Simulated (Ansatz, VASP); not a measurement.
# Ti: VASP beside Ansatz

```
CELL_PARAMETERS angstrom
-1.69023 1.69023 1.59177
1.69023 -1.69023 1.59177
1.69023 1.69023 -1.59177
ATOMIC_POSITIONS crystal
Ti 0.00000 0.00000 0.00000
```

Change from the starting cell: strain +0.030 along x and y, -0.030 along z, atoms carried along.

Alike in both runs: task single point; functional PBEsol; k mesh 20 × 20 × 20; occupations gaussian, width 0.15 eV; no spin polarisation.

|  | VASP | Ansatz |
| --- | --- | --- |
| version | VASP 6.6.1 | Ansatz 0.2.0 |
| potentials or method | VASP PAW PBE potentials, release 64 (Ti_sv) | scalar-relativistic, plane waves, PAW |
| plane-wave cutoff (eV) | 520 | 420 |
| valence electrons in the cell | 12 | 12 |

VASP gave:

```
gap on the k mesh at the Fermi level (eV)       : none
pressure (GPa)                                  : -9.2
largest component of the traceless stress (GPa) : 1.26
```

**Question.** Which values does Ansatz return?

**Answer.** gap on the k mesh at the Fermi level (eV): none; pressure (GPa): -9.0; largest component of the traceless stress (GPa): 1.26.

A gap of «none» marks a metal or a gap that the smearing closes.

Caveats: the PAW data sets were made with another functional, which shifts forces and pressure a little (VASP).
